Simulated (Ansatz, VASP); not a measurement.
# One calculation of Mo, two programs

INCAR

```
SYSTEM = Mo
ALGO = Normal
EDIFF = 1E-6
ENCUT = 520
GGA = PE
ISIF = 2
ISMEAR = 0
LASPH = .True.
LCHARG = .False.
LREAL = .False.
LWAVE = .False.
NBANDS = 13
NELM = 80
PREC = Accurate
SIGMA = 0.15
```

Contents of KPOINTS:

```
k-points
0
Gamma
  21 21 18
  0 0 0
```

Contents of POSCAR:

```
Mo
1.0
    2.6534450853      0.0000000000      0.0000000000
   -1.3267225426      2.2979508514      0.0000000000
    0.0000000000      0.0000000000      2.6318361210
Mo
1
Direct
    0.0000000000      0.0000000000      0.5000000000
```

Input for Ansatz:

```yaml
crystal:
  lattice:
    - [2.6534450853, 0.0, 0.0]
    - [-1.3267225426, 2.2979508514, 0.0]
    - [0.0, 0.0, 2.631836121]
  atoms:
    - { symbol: Mo, position: [0.0, 0.0, 0.5] }
basis:
  ecutwfc: 420
kpoints:
  mp_grid: { grid: [21, 21, 18] }
hamiltonian:
  xc: pbe
scf:
  occupations: { method: gaussian, width: 0.15 }
output:
  forces: true
  stress: true
  eigenvalues: true
```

Change from the starting cell: strain -0.030 along x and y, +0.030 along z, atoms carried along.

Alike in both runs: task single point; functional PBE; k mesh 21 × 21 × 18; occupations gaussian, width 0.15 eV; no spin polarisation.

```csv
,VASP,Ansatz
version,VASP 6.6.1,Ansatz 0.2.0
potentials or method,"VASP PAW PBE potentials, release 64 (Mo_sv)","scalar-relativistic, plane waves, PAW"
plane-wave cutoff (eV),520,420
valence electrons in the cell,14,14
```

```tsv
	VASP	Ansatz	Ansatz less VASP
gap on the k mesh at the Fermi level (eV)	none	none	-
pressure (GPa)	13.3	12.7	-0.57
largest component of the traceless stress (GPa)	19.32	19.26	-0.059
```

A gap of «none» marks a metal or a gap that the smearing closes.
